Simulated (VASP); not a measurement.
Here is a VASP 6.6.1 calculation.

File INCAR:

```
SYSTEM = GaN
  PREC = Accurate
  ENCUT = 450
  EDIFF = 1E-6
  ISMEAR = 0
  SIGMA = 0.02
  LREAL = .FALSE.
  LASPH = .TRUE.
  NELM = 100
  ALGO = Normal
  ISIF = 2
  LWAVE = .FALSE.
  LCHARG = .FALSE.
  GGA = PE
```

Contents of KPOINTS:

```
Automatic mesh
0
G
  5 5 5
  0 0 0
```

File POSCAR:

```
GaN
1.0
    0.0000000000      2.1352350000      2.1352350000
    2.1352350000      0.0000000000      2.1352350000
    2.1352350000      2.1352350000      0.0000000000
Ga N
1 1
Direct
    0.0000000000      0.0000000000      0.0000000000
    0.5000000000      0.5000000000      0.5000000000
```

Potentials or basis: VASP PAW PBE potentials, release 64 (Ga_d_GW, N_GW).

The run is started by

```console
$ cat potpaw_PBE.64/Ga_d_GW/POTCAR potpaw_PBE.64/N_GW/POTCAR > POTCAR
$ mpirun -np 1 vasp_std > vasp.out
```

Question: What does it give for the band gap on the k mesh?

Answer: 1.13 eV, indirect (least direct gap 2.35 eV).

Caveat: the k mesh is coarse (spacing up to 0.51 Å⁻¹), so the values aren't converged; an odd mesh through Γ misses points on the zone boundary, where band edges often lie.
